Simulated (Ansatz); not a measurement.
Crystal: ZrS.

```
Zr S
1.0
     0.00000    2.62500    2.62500
     2.62500    0.00000    2.62500
     2.62500    2.62500    0.00000
Zr S
1 1
Direct
  0.00000 0.00000 0.00000
  0.50000 0.50000 0.50000
```

Base run:

| Quantity | Value |
| --- | --- |
| Program | Ansatz 0.2.0 |
| Functional | PBEsol |
| Potentials or basis | all-electron LAPW, scalar-relativistic |
| Cutoff | 212 eV (chosen from the basis error) |
| Basis error allowed | 0.001 eV/atom |
| k mesh | 9 × 9 × 9 |
| Occupations | fermi-dirac, width 0.05 eV |
| Spin | no spin polarisation |
| Hubbard terms | Zr d U = 6 eV |

Its results: pressure 0.9 GPa.

Task: The run is repeated on the same cell with these changes: hubbard terms from Zr d U = 6 eV to none. What comes out?

Result: Pressure -6.4 GPa.

Caveats: U is the effective U less J, on atomic orbitals that reach past the spheres (some runs); U without spin polarisation on a metal has little footing (some runs).
